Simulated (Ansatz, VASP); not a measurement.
# Two plane-wave programs on PtSe2 (Sudovikovite)

Contents of INCAR:

```
SYSTEM = PtSe2
  PREC = Accurate
  ENCUT = 520
  EDIFF = 1E-7
  ISMEAR = 1
  SIGMA = 0.05
  LREAL = .FALSE.
  LASPH = .TRUE.
  NELM = 100
  ALGO = Normal
  ISIF = 2
  LWAVE = .FALSE.
  LCHARG = .FALSE.
  GGA = PE
  NBANDS = 18
```

KPOINTS

```
regular mesh
0
G
  9 9 6
  0 0 0
```

POSCAR

```
PtSe2
1.0
    3.7240000000      0.0000000000      0.0000000000
   -1.8620000000      3.2250800000      0.0000000000
    0.0000000000      0.0000000000      5.0620000000
Pt Se
1 2
Direct
    0.0000000000      0.0000000000      0.0000000000
    0.3333333333      0.6666666667      0.2500000000
    0.6666666667      0.3333333333      0.7500000000
```

Input for Ansatz:

```yaml
crystal:
  lattice:
    - [3.724, 0.0, 0.0]
    - [-1.862, 3.22508, 0.0]
    - [0.0, 0.0, 5.062]
  atoms:
    - { symbol: Pt, position: [0.0, 0.0, 0.0] }
    - { symbol: Se, position: [0.3333333333333333, 0.6666666666666666, 0.25] }
    - { symbol: Se, position: [0.6666666666666666, 0.3333333333333333, 0.75] }
kpoints:
  mp_grid:
    grid: [9, 9, 6]
hamiltonian:
  xc: pbe
scf:
  occupations:
    method: cold
    width: 0.05
output:
  stress: true
```

Alike in both runs: task single point; functional PBE; k mesh 9 × 9 × 6; no spin polarisation.

|  | VASP | Ansatz |
| --- | --- | --- |
| version | VASP 6.6.1 | Ansatz 0.2.0 |
| potentials or method | VASP PAW PBE potentials, release 64 (Pt, Se) | plane waves, PAW |
| plane-wave cutoff (eV) | 520 | 420 |
| occupations | methfessel-paxton of order 1, width 0.05 eV | cold, width 0.05 eV |
| valence electrons in the cell | 22 | 50 |

VASP gave:

```
pressure (GPa)                                  : 7.3
largest component of the traceless stress (GPa) : 1.28
```

Problem. Estimate Ansatz's values.

Solution. Pressure (GPa): 7.3; largest component of the traceless stress (GPa): 1.25.

The two sets of potentials don't hold the same shells in valence.

Spin-orbit coupling is left out, which matters for the levels of Pt.
